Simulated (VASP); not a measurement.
Here is a VASP 6.6.1 calculation.

INCAR

```
SYSTEM = AlP
  PREC = Accurate
  ENCUT = 520
  EDIFF = 1E-6
  ISMEAR = 0
  SIGMA = 0.02
  LREAL = .FALSE.
  LASPH = .TRUE.
  NELM = 60
  ALGO = Normal
  ISIF = 2
  LWAVE = .FALSE.
  LCHARG = .FALSE.
  GGA = PE
  NBANDS = 11
```

Contents of KPOINTS:

```
regular mesh
0
G
  8 8 8
  0 0 0
```

File POSCAR:

```
AlP
1.0
    0.0000000000      2.7534005752      2.7534005752
    2.7534005752      0.0000000000      2.7534005752
    2.7534005752      2.7534005752      0.0000000000
Al P
1 1
Direct
    0.0000000000      0.0000000000      0.0000000000
    0.2500000000      0.2500000000      0.2500000000
```

Potentials or basis: VASP PAW PBE potentials, release 64 (Al, P).

The run is started by

```sh
$ cat potpaw_PBE.64/Al/POTCAR potpaw_PBE.64/P/POTCAR > POTCAR
$ mpirun -np 1 vasp_std > vasp.out
```

Question: What does it give for the band gap on the k mesh?

Answer: 1.63 eV, indirect (least direct gap 3.09 eV).

Question: Predict the pressure.

Answer: 0.0 GPa.

**What was measured.**

From a printed reference work, data compilation, for a bulk crystal of AlP at 4.2 K: band gap 2.505 eV (indirect).

Against the measured gap of AlP, 2.505 eV (indirect; 4.2 K; a printed reference work, data compilation), the calculated 1.63 eV is off by -0.88 eV. The value is that of PBE on a finite k mesh, which can miss the band edges, without temperature or zero-point motion. Semilocal functionals fall short of measured gaps as a rule.
